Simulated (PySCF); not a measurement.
**Shieldings and the share of exact exchange**

Molecule: 1-Propanamine (C(C)CN, C$_{3}$H$_{9}$N).

Structure with atom numbers: `[CH3:1][CH2:2][CH2:3][NH2:4]`. Hydrogens are named by the atom that carries them.

GIAO shieldings (ppm, equivalent atoms averaged) in PySCF on the PBE0-D3(BJ)/def2-SVP geometry, basis pcSseg-2, gas phase, non-relativistic:

| functional | exact exchange (%) | σ(C3) |
| --- | --- | --- |
| BLYP | 0 | 120.0 |
| BP86 | 0 | 126.0 |
| PBE | 0 | 125.9 |
| PBE0 | 25 | 133.5 |
| mPW1PW91 | 25 | 133.0 |
| BHandHLYP | 50 | 134.7 |
| HF | 100 | 146.2 |

Question: Fit each shielding as a line in the percentage of exact exchange.

Answer: σ(C3) = 125.1 + 0.22 x (rms 2.5 ppm). The functionals also differ in their semilocal parts, which the line can't hold; Hartree–Fock has no correlation at all.

Question: What does the line predict for B3LYP (20 %), and what does the run give?

Answer: σ(C3): 129.5 predicted, 126.7 computed ppm.
